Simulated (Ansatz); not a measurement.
# EuS (Fm-3m) in Ansatz: single point with PBE

Aim: the single point of EuS with PBE.

All numbers are computed with Ansatz 0.2.0; they aren't measurements. Logs are shortened: lines on timing, memory, paths and dates and some standing lists are left out, and cuts for length are marked.

**What was measured.**

“Crystal-field mediated electronic transitions of EuS up to 35 GPa”, 2022, pmc:8786971 reports, for a powder of EuS at 300 K: band gap 1.72 eV (optical).

How close the calculation comes is told below.

**1. The structure**

Symmetry: Fm-3m, No. 225, cubic system. The conventional cell has a = 5.957 Å, b = 5.957 Å, c = 5.957 Å, α = 90.00°, β = 90.00°, γ = 90.00°. Eu (site symmetry m-3m) has 6 S at 2.98 Å as nearest neighbours. S (site symmetry m-3m) is surrounded by 6 Eu at 2.98 Å.

**2. Single point, PBE, collinear spin, ferromagnetic start**

The input, input.yaml:

```yaml
crystal:
  lattice:
    - [0.0, 2.9785, 2.9785]
    - [2.9785, 0.0, 2.9785]
    - [2.9785, 2.9785, 0.0]
  atoms:
    - { symbol: Eu, position: [0.0, 0.0, 0.0], spin: 8.5 }
    - { symbol: S, position: [0.5, 0.5, 0.5] }
hamiltonian:
  xc: pbe
  pseudopotentials: { kind: paw }
magnetization:
  spin_polarized: true
kpoints:
  mp_grid: { grid: [8, 8, 8] }
scf:
  occupations: { method: fermi_dirac, width: 0.05 }
output:
  forces: true
  stress: true
  eigenvalues: true
  write_density: true
  write_potential: true
  elf: true
  volumetric_format: npy
```

Potentials or basis: Ansatz PAW.

On the command line:

```bash
> ansatz run input.yaml --threads 2 --pin off --max-ram 5120MiB --backend cpu --events-out ev --progress --plain --runs-dir out
```

The program printed:

```text
Warning: where an SCF of this run starts from atoms to list the orders of its open shells, Eu (site 0, from 0) starts with 6.32 μB on its 4f shell and 0.68 μB on its 5d shell, in the place of the 8.50 μB that the deck gives it: its open shells can hold no more by Hund's first rule. To start from spheres of the given moment, type scf.initial_density.shell_occupations: []
Warning: RAYON_NUM_THREADS=2 ignored (pool sized by the plan → 2); use --threads N
Engine: ansatz 0.2.0, aarch64-unknown-linux-gnu
Pseudopotentials: kind: paw
Pseudopotential: Eu, paw, valence charge 17, recommended cutoff 420 eV (normal), Eu.paw.azcp
Pseudopotential: S, paw, valence charge 6, recommended cutoff 420 eV (normal), S.paw.azcp
Functional definition: PBE
  parameter kappa = 0.804
  parameter beta = 0.06672455060314922
  exchange = pbe_x(kappa = kappa, mu = beta*pi^2/3)
  correlation = pbe_c(beta = beta)
Crystal: 2 atoms, lattice volume = 52.847 Å³
Basis set: ecut = 420 eV, 1037 PW (Γ), exchange–correlation on 60×60×60 points (8 copies of the dense FFT grid, shifted against one another)
Bands: 20, of which v1, the nominal top of the filled ones, is band 12 counted from 1 (11 counted from 0)
Symmetry: 48 space group operations
Space group: Fm-3m (ITA 225), of the structure as read, at distance tolerance 3.8e-5 Å
Magnetic group: BNS 225.116 (UNI 1618), of the structure as read, at distance tolerance 3.8e-5 Å
k-points: 29 of 512
Non-local potential: Eu, projectors of the file, l = 0: 3, l = 1: 2, l = 2: 2, l = 3: 3
Non-local potential: S, projectors of the file, l = 0: 2, l = 1: 2, l = 2: 2
PAW form: soft (Blöchl's): semilocal exchange-correlation on the pseudo side does not see the compensation charge
PAW one-centre angular grid: Eu, 590 points (default); XC on 64 Gauss nodes
PAW one-centre angular grid: S, 110 points (default); XC on 64 Gauss nodes
Initial density: superposition of atomic densities (chi_scale 0.1, normalization cell)
Starting moments: Σ|m| = 8.5 μB on 1 of 2 sites
Initial wavefunctions: pseudopotential atomic-orbital guess
Functional: x = pbe(κ = 0.804, μ = 0.2195149727645171), c = pbe(β = 0.06672455060314922)
SCF iter   1: F=—  HF=-9672.052942 eV  |F-HF|=—  |Δ(HF+E_count)|=         —  Δρ=3.95e-2 (↑3.95e-2 ↓2.35e-2)  dr2=9.85e-1  dr2_m=3.56e-1  M=6.829 μB ∫|m|=6.924 μB  β_m=0.30  ethr=3.10e-3  ⟨swp⟩=5.9  Hψ=5853  notcnv=0
Mixer restart at iter 1: flushing history
preconditioner: auto → Kerker (q_TF=auto, 2.375 Å⁻¹)  [metal: Δε(μ)=0.030 eV  Ē_g=12.092 eV  σ=0.050 eV  W_gap=0.15  n_scr=14 (ndim 8)  ℏωp=23.4 eV  f_vac=0.000  D(μ)=3.96/eV (n_scr^D=58)]
spin=Collinear: Kerker preconditioning applied to the charge; magnetization (m = ρ↑ − ρ↓) channel mixes plain (no charge-response kernel on spin).
SCF iter   2: F=—  HF=-9672.237352 eV  |F-HF|=—  |Δ(HF+E_count)|=   1.84e-1  Δρ=2.65e-2 (↑2.65e-2 ↓1.68e-2)  dr2=5.00e-1  dr2_m=1.63e-1  M=6.838 μB ∫|m|=6.936 μB  β_m=0.55  ethr=3.10e-3  ⟨swp⟩=2.5  Hψ=2194  notcnv=0  defer=73
SCF iter   3: F=—  HF=-9672.634905 eV  |F-HF|=—  |Δ(HF+E_count)|=   3.98e-1  Δρ=1.51e-2 (↑1.51e-2 ↓4.60e-3)  dr2=1.28e-1  dr2_m=3.13e-2  M=6.890 μB ∫|m|=7.012 μB  β_m=0.64  ethr=2.18e-3  ⟨swp⟩=2.8  Hψ=2156  notcnv=0  defer=77
SCF iter   4: F=—  HF=-9672.827045 eV  |F-HF|=—  |Δ(HF+E_count)|=         —  Δρ=6.59e-3 (↑6.59e-3 ↓2.65e-3)  dr2=4.95e-2  dr2_m=3.34e-3  M=6.951 μB ∫|m|=7.077 μB  β_m=0.64  ethr=5.57e-4  ⟨swp⟩=2.8  Hψ=2692  notcnv=0  defer=78
Mixer restart at iter 4: flushing history
SCF iter   5: F=—  HF=-9672.869225 eV  |F-HF|=—  |Δ(HF+E_count)|=   4.22e-2  Δρ=4.30e-3 (↑4.30e-3 ↓1.82e-3)  dr2=2.64e-2  dr2_m=1.21e-3  M=6.964 μB ∫|m|=7.093 μB  β_m=0.68  ethr=2.15e-4  ⟨swp⟩=2.8  Hψ=1940  notcnv=0  defer=77
SCF iter   6: F=—  HF=-9672.895165 eV  |F-HF|=—  |Δ(HF+E_count)|=   2.59e-2  Δρ=1.20e-3 (↑1.20e-3 ↓8.09e-4)  dr2=3.49e-3  dr2_m=7.68e-5  M=6.982 μB ∫|m|=7.113 μB  β_m=0.88  ethr=1.15e-4  ⟨swp⟩=3.1  Hψ=2729  notcnv=0  defer=80
SCF iter   7: F=—  HF=-9672.895753 eV  |F-HF|=—  |Δ(HF+E_count)|=   5.89e-4  Δρ=1.50e-3 (↑1.50e-3 ↓3.78e-4)  dr2=1.19e-3  dr2_m=2.19e-4  M=6.984 μB ∫|m|=7.114 μB  β_m=0.79  ethr=1.52e-5  ⟨swp⟩=2.3  Hψ=2269  notcnv=0  defer=80
SCF iter   8: F=—  HF=-9672.896264 eV  |F-HF|=—  |Δ(HF+E_count)|=   5.10e-4  Δρ=1.96e-4 (↑1.87e-4 ↓1.96e-4)  dr2=1.29e-4  dr2_m=1.16e-7  M=6.983 μB ∫|m|=7.113 μB  β_m=0.90  ethr=5.15e-6  ⟨swp⟩=2.1  Hψ=2326  notcnv=0  defer=80
SCF iter   9: F=—  HF=-9672.896327 eV  |F-HF|=—  |Δ(HF+E_count)|=   6.29e-5  Δρ=1.71e-4 (↑1.71e-4 ↓6.22e-5)  dr2=1.96e-5  dr2_m=3.25e-6  M=6.983 μB ∫|m|=7.113 μB  β_m=0.95  ethr=5.60e-7  ⟨swp⟩=2.8  Hψ=1754  notcnv=0  defer=79
SCF iter  10: F=—  HF=-9672.893052 eV  |F-HF|=—  |Δ(HF+E_count)|=   3.27e-3  Δρ=3.16e-5 (↑3.16e-5 ↓1.44e-5)  dr2=7.49e-7  dr2_m=8.48e-8  M=6.983 μB ∫|m|=7.114 μB  β_m=0.97  ethr=8.52e-8  ⟨swp⟩=2.0  Hψ=1823  notcnv=0  defer=79
SCF iter  11: F=—  HF=-9672.893053 eV  |F-HF|=—  |Δ(HF+E_count)|=   9.25e-7  Δρ=8.93e-6 (↑8.93e-6 ↓2.85e-6)  dr2=4.78e-8  dr2_m=9.94e-9  M=6.983 μB ∫|m|=7.114 μB  β_m=0.98  ethr=3.26e-9  ⟨swp⟩=2.0  Hψ=1805  notcnv=0  defer=79
SCF iter  12: F=-9672.893053 eV  HF=-9672.893053 eV  |F-HF|=8.53e-10  |Δ(HF+E_count)|=   3.98e-8  Δρ=2.91e-6 (↑2.91e-6 ↓1.05e-6)  dr2=5.75e-9  dr2_m=8.91e-10  M=6.983 μB ∫|m|=7.114 μB  ethr=2.08e-10  ⟨swp⟩=10.6  Hψ=7733  notcnv=0
SCF 1 converged in 12 iterations: F = -9672.893053 eV  dr2 = 5.75e-9
SCF converged after 12 iterations
Magnetization: 6.9826 μB (14.9913 up, 8.0087 down)
Absolute magnetization: 7.1136 μB (∫|ρ↑−ρ↓|, with the PAW one-centre terms)
Spin contamination: 0.0108 ħ² per cell (⟨S²⟩ above its minimum at these occupations)
Per-site moments (μB) at R_I (Å): [(6.759039648104328, 1.22863125), (-0.059048303534041, 1.22863125)]
Free energy (F): -9672.893053 eV
Harris-Foulkes:  -9672.893053 eV  (|F-HF|=8.53e-10)
Internal energy: -9672.883475 eV  (E = F + TS)
E sigma→0 (E₀):  -9672.888264 eV
Entropy (-TS):   -0.009578 eV (-4.789 meV/atom)
Fermi energy:    10.347768 eV
--- Per-component energies (eV) ---
  E_band       = -7.760707
  E_kinetic    = 460.215466
  E_local      = -2149.641013  (includes V_loc(G=0)·N_el)
  E_nonlocal   = 499.292255
  E_hartree    = 850.216082
  E_xc         = -276.257842
  E_vxc        = -292.789921  (∫ρ·V_xc dr)
  E_paw        = -6987.063742  (= ΣΔE_a)
  E_vpaw       = -225.266446  (= ΣTr[D̂ρ^β])
  E_aug_tail   = 0.000002  (compensation charges beyond the density's cutoff)
  E_ewald      = -2069.644683
  E_smearing   = -0.009578  (= −TS)
  E_closure    = -0.000000  (closes the sum)
  Σ components = -9672.893053   (vs F -9672.893053, Δ=0.00e0)
--- Forces (eV/Å), atoms counted from 1 ---
  atom   1  Eu    -0.00000000     0.00000000    -0.00000000
  atom   2  S      0.00000000    -0.00000000    -0.00000000
  max |Σ_I F_I| component: 9.43e-30 eV/Å
--- Stress (GPa, compression-positive) ---
       -2.489321       0.000000      -0.000000
        0.000000      -2.489321       0.000000
       -0.000000      -0.000000      -2.489321
  P = ⅓ Tr σ = -2.4893 GPa (-24.893 kbar)
--- Band table (eV; the first three rows and the last of 58) ---
  k-point 0 ↑: bands = ["-31.1311", "-9.8334", "-9.8334", "-9.8334", "-3.1211", "7.5777", "7.5777", "7.5777", "9.9014", "10.0594", "10.0594", "10.0594", "10.3771", "10.3771", "10.3771", "11.1727", "11.4344", "11.4344", "11.4344", "12.3010"]
  k-point 1 ↑: bands = ["-31.1292", "-9.8849", "-9.8371", "-9.8371", "-3.0030", "7.0310", "7.3781", "7.3781", "9.8941", "10.0297", "10.0297", "10.0601", "10.2020", "10.2419", "10.2419", "11.4695", "11.7274", "11.7274", "12.0572", "12.8661"]
  k-point 2 ↑: bands = ["-31.1247", "-10.0043", "-9.8459", "-9.8459", "-2.7129", "6.0465", "6.9663", "6.9663", "9.8819", "9.9782", "9.9782", "10.0617", "10.0848", "10.0987", "10.0987", "11.8136", "12.4501", "12.4501", "13.4360", "14.1614"]
  k-point 28 ↓: bands = ["-28.0357", "-7.7360", "-7.7360", "-7.6999", "-2.5360", "6.3941", "6.8053", "6.8053", "12.5748", "12.5748", "14.4540", "14.5522", "14.5892", "14.5892", "14.7395", "14.9844", "14.9844", "15.0139", "15.3898", "16.3469"]
```

Wall time 4.5 s (2 threads of Arm Neoverse V1, shared host); peak memory 0.38 GiB.

What came out:

* Free energy: -9672.8931 eV
* Pressure: -2.5 GPa
* Band gap on the k mesh: none (metal or under the smearing width)
* Net moment: 6.98 μB per cell
* Absolute moment: 7.11 μB per cell
* Site moments: Eu +6.76; S -0.06 μB

Caveat: spin-orbit coupling is left out, which moves the levels of the heavy elements; a cell with one magnetic atom can't hold antiferromagnetic order, which such compounds often take; without U or exact exchange the open f shell lies at the Fermi level, which spoils levels, moments and volumes. The state reached can hang on the start; a lower one may exist.

**3. Against experiment**

Step 2. Against the measured gap of EuS, 1.72 eV (optical; 300 K; powder; “Crystal-field mediated electronic transitions of EuS up to 35 GPa”, 2022, pmc:8786971), the calculated 0.00 eV is off by -1.72 eV. So large a miss can be the level of theory's own, or it may mean another phase, state or a wrong row. Spin-orbit coupling on Eu is left out. The value is that of PBE on a finite k mesh, which can miss the band edges, without temperature or zero-point motion. Semilocal functionals fall short of measured gaps as a rule. The run's magnetic order (collinear spin, ferromagnetic start) needn't be the measured crystal's.
